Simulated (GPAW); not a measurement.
# BN (Qingsongite): optical spectrum from first principles, part 2 of 2

Wanted: where BN (Qingsongite) starts to absorb, how strongly, and its refractive index.

GPAW 26.7.0; DFT, PBE, plane-wave PAW (GPAW data sets), scalar-relativistic, RPA, optical limit.

So far. Step 2 (Ground state): There is a gap, 4.52 eV on this mesh (points off the mesh can give less), so no carriers' term is needed.

## 4. Dielectric function, RPA

Transitions between filled and empty bands, summed over the zone, give the optical response, so mesh, band count and broadening shape it.

The induced potential is part of this response.

This step: DFT, PBE, plane-wave PAW (GPAW data sets), scalar-relativistic, RPA, optical limit (GPAW 26.7.0).

Contents of df.py:

```python
from gpaw.response.df import DielectricFunction

df = DielectricFunction('full.gpw', frequencies={'type': 'nonlinear', 'domega0': 0.03, 'omega2': 8},
                        ecut=50,
                        eta=0.12,
                        nbands=14,
                        txt='df.txt')
for direction in ['x', 'z']:
    df.get_dielectric_function(xc='RPA', direction=direction, filename=f'df_{direction}.csv')
```

Command:

```sh
$ OMP_NUM_THREADS=1 python df.py
```

Numbers of over 12 decimals in the logs are rounded to 6 here.

Log:

```text
Using integrator: PointIntegrator
NonLinearFrequencyDescriptor(from 0.000 to 64.819 eV, 497 points)
Nonperiodic BCs:  [False False False]
Using integrator: PointIntegrator
NonLinearFrequencyDescriptor(from 0.000 to 64.819 eV, 497 points)
Nonperiodic BCs:  [False False False]

Calculating chi0 body with:
    Ground state adapter containing:
    Number of spins: 1
    Number of kpoints: 4913
    Number of irreducible kpoints: 165
    Number of completely occupied states: 4
    Number of partially occupied states: 4

    Linear response parametrization:
    q_c: [0.0, 0.0, 0.0]
    Number of frequency points: 497
    Planewave cutoff: 50.0
    Number of bands: 14
    Number of planewaves: 15
    Broadening (eta): 0.12

Integrating chi0 body.

Symmetries of q_c:
    Direct symmetries (Uq -> q): 24
    Indirect symmetries (TUq -> q): 24
In total 48 allowed symmetries.

165 groups of equivalent kpoints. 96.641563% reduction.

Integral kind: spectral function

Calculating chi0 optical extensions with:
    Ground state adapter containing:
    Number of spins: 1
    Number of kpoints: 4913
    Number of irreducible kpoints: 165
    Number of completely occupied states: 4
    Number of partially occupied states: 4

    Linear response parametrization:
    Number of frequency points: 497
    Planewave cutoff: 50.0
    Number of bands: 14
    Number of planewaves: 15
    Broadening (eta): 0.12
Integrating chi0 head and wings.

Symmetries of q_c:
    Direct symmetries (Uq -> q): 24
    Indirect symmetries (TUq -> q): 24
In total 48 allowed symmetries.

165 groups of equivalent kpoints. 96.641563% reduction.

Integral kind: spectral function wings
```

Run time: 3 s. Hardware: 1 thread of Arm Neoverse V2, shared host; peak memory 0.2 GiB.

Read-outs, printed or worked out from the files:

* electronic dielectric constant ε∞, mean over x, y and z (by symmetry where fewer were run): 4.517
* main peak of Im epsilon, first axis: 12.17 eV

Some rows of df_x.csv (energy; Re and Im without local fields; Re and Im with them):

```text
0.000000, 4.699922, 0.000000, 4.517031, 0.000000
0.429336, 4.704363, 0.002487, 4.521156, 0.002310
0.878195, 4.718587, 0.005133, 4.534365, 0.004766
1.347938, 4.744247, 0.008005, 4.558190, 0.007432
1.840057, 4.783523, 0.011195, 4.594647, 0.010390
2.356191, 4.839343, 0.014832, 4.646440, 0.013759
2.898142, 4.915724, 0.019101, 4.717273, 0.017707
3.467895, 5.018324, 0.024282, 4.812350, 0.022492
4.067647, 5.155390, 0.030822, 4.939244, 0.028519
4.699832, 5.339460, 0.039473, 5.109437, 0.036470
5.367152, 5.590698, 0.051606, 5.341342, 0.047589
6.072622, 5.944115, 0.070013, 5.666817, 0.064391
6.819608, 6.467759, 0.101369, 6.147501, 0.092871
7.611886, 7.321457, 0.166941, 6.927249, 0.151988
8.453705, 9.083064, 0.412810, 8.520348, 0.370163
9.349861, 12.112239, 3.478000, 11.284283, 3.077850
10.305790, 9.300228, 7.854506, 8.863133, 7.081343
11.327680, 7.989218, 11.198181, 7.772550, 10.161272
12.422601, -2.946216, 12.277796, -2.023270, 11.726904
13.598673, -1.739674, 5.069991, -1.463929, 4.879458
```

Values under the direct gap are tails of Lorentzian lines. Table of Im ε, E ∥ x or z by photon energy; read off at these points:

```
photon energy (eV)  Im ε, E ∥ x or z
              0.00                 0
              0.50           0.00269
              1.00           0.00545
              1.50           0.00833
              2.00            0.0114
              2.50            0.0148
              3.00            0.0185
              3.50            0.0228
              4.00            0.0278
              4.50            0.0337
              5.00            0.0410
              5.50            0.0503
              6.00            0.0623
              6.50            0.0788
              7.00             0.103
              7.50             0.140
              8.00             0.210
              8.50             0.404
              9.00              1.97
              9.50              4.69
             10.00              7.22
             10.50              7.83
             11.00              9.34
             11.50              11.8
             12.00              13.9
             12.18              15.7
             12.50              11.2
             13.00              9.09
             13.50              5.15
```

The Re ε, E ∥ x or z by photon energy:

```
photon energy (eV)  Re ε, E ∥ x or z
               0.0              4.52
               0.5              4.52
               1.0              4.54
               1.5              4.57
               2.0              4.61
               2.5              4.66
               3.0              4.73
               3.5              4.82
               4.0              4.92
               4.5              5.05
               5.0              5.21
               5.5              5.40
               6.0              5.63
               6.5              5.92
               7.0              6.29
               7.5              6.79
               8.0              7.50
               8.5              8.67
               9.0              10.3
               9.5              11.4
              10.0              10.1
              10.5              9.12
              11.0              8.96
              11.5              7.73
              12.0              4.05
              12.5             -2.12
              13.0             -2.43
              13.5             -2.38
```

Table of reflectivity at normal incidence, E ∥ x or z by photon energy; read off at these points:

photon energy (eV), reflectivity at normal incidence, E ∥ x or z (%) and a bar from the least value:
```
     0.00       13.0 
     0.50       13.0 
     1.00       13.0 
     1.50       13.1 
     2.00       13.3 
     2.50       13.5 
     3.00       13.7 #
     3.50       14.0 #
     4.00       14.3 #
     4.50       14.8 #
     5.00       15.3 ##
     5.50       15.8 ##
     6.00       16.6 ###
     6.50       17.4 ####
     7.00       18.5 ####
     7.50       19.8 ######
     8.00       21.6 #######
     8.50       24.3 #########
     9.00       28.1 ############
     9.50       31.8 ###############
    10.00       33.4 ################
    10.50       33.4 ################
    11.00       35.6 ##################
    11.50       39.2 #####################
    12.00       43.6 #########################
    12.26       50.3 ##############################
    12.50       48.4 ############################
    13.00       47.2 ###########################
    13.34       49.9 ##############################
    13.50       44.4 #########################
```

The loss function −Im 1/ε at q → 0, E ∥ x or z has structure finer than the step of the table below, so its rows give means over 0.5 eV, whole bins alone (the curve runs from 0 to 14.0 eV). Peaks (eV: height): 13.69: 0.194.

Values under the direct gap are tails of Lorentzian lines. Loss function −Im 1/ε at q → 0, E ∥ x or z against energy loss; means over each step:

```
energy loss (eV)  loss function −Im 1/ε at q → 0, E ∥ x or z
             0.5                                      1.3e-4
             1.0                                      2.6e-4
             1.5                                      4.0e-4
             2.0                                      5.4e-4
             2.5                                      6.8e-4
             3.0                                      8.3e-4
             3.5                                      9.8e-4
             4.0                                     0.00115
             4.5                                     0.00132
             5.0                                     0.00152
             5.5                                     0.00173
             6.0                                     0.00197
             6.5                                     0.00225
             7.0                                     0.00259
             7.5                                     0.00305
             8.0                                     0.00376
             8.5                                     0.00574
             9.0                                      0.0165
             9.5                                      0.0300
            10.0                                      0.0464
            10.5                                      0.0564
            11.0                                      0.0576
            11.5                                      0.0612
            12.0                                      0.0654
            12.5                                      0.0863
            13.0                                       0.104
            13.5                                       0.157
```

Refractive index n and extinction k against photon energy:

```
photon energy (eV)     n        k
               0.0  2.13        0
               0.5  2.13   6.3e-4
               1.0  2.13  0.00128
               1.5  2.14  0.00195
               2.0  2.15  0.00266
               2.5  2.16  0.00342
               3.0  2.18  0.00425
               3.5  2.20  0.00519
               4.0  2.22  0.00626
               4.5  2.25  0.00751
               5.0  2.28  0.00899
               5.5  2.32   0.0108
               6.0  2.37   0.0131
               6.5  2.43   0.0162
               7.0  2.51   0.0205
               7.5  2.61   0.0269
               8.0  2.74   0.0384
               8.5  2.94   0.0686
               9.0  3.22    0.306
               9.5  3.44    0.682
              10.0  3.36     1.07
              10.5  3.25     1.20
              11.0  3.31     1.41
              11.5  3.31     1.79
              12.0  3.05     2.29
              12.5  2.15     2.60
              13.0  1.87     2.43
              13.5  1.28     2.01
```

At chosen wavelengths:

```
wavelength (nm)     n      k  R (%)     1/α
           1064  2.13  0.001   13.1   57 µm
            800  2.14  0.002   13.2   32 µm
            633  2.15  0.003   13.3   19 µm
            405  2.18  0.004   13.7  7.4 µm
            308  2.22  0.006   14.4  3.9 µm
            248  2.28  0.009   15.3  2.2 µm
            193  2.42  0.016   17.3  980 nm
```

Below the direct gap, k and the depth come from the tails of the Lorentzian lines, not from transitions.

## 5. What came out

```json
{
  "electronic dielectric constant ε∞, mean over x, y and z (by symmetry where fewer were run) (RPA)": "4.52",
  "main peak of Im epsilon, first axis": "12.2 eV"
}
```

What this shows: At this level (PBE, RPA) BN has ε∞ = 4.52 and n = 2.13 at 1550 nm, and Im ε peaks at 12.2 eV. On the mesh the gap is 4.46 eV and the least direct gap 8.80 eV, so on this mesh the band edges lie at different points. Local fields change the static value along x from 4.70 to 4.52 (-4 %). Excitons and phonon-assisted transitions are missing; PBE gaps are as a rule too small, which pulls the onset down and ε∞ up. The sum runs over mesh points, so small or evenly spaced maxima can still be ripples of the mesh.

[Machine, clock and banner lines and Python warnings are left out of the logs.]

[Logs are printed without paths, hosts, clocks, repeated set-up lines and the standing remarks that a program may print on its own settings, such as how far it seeks lower states.]

[Hosts, paths, dates, database ids (printed as entryN), source tags and the programs' standing remarks are cut or masked in the printed files.]
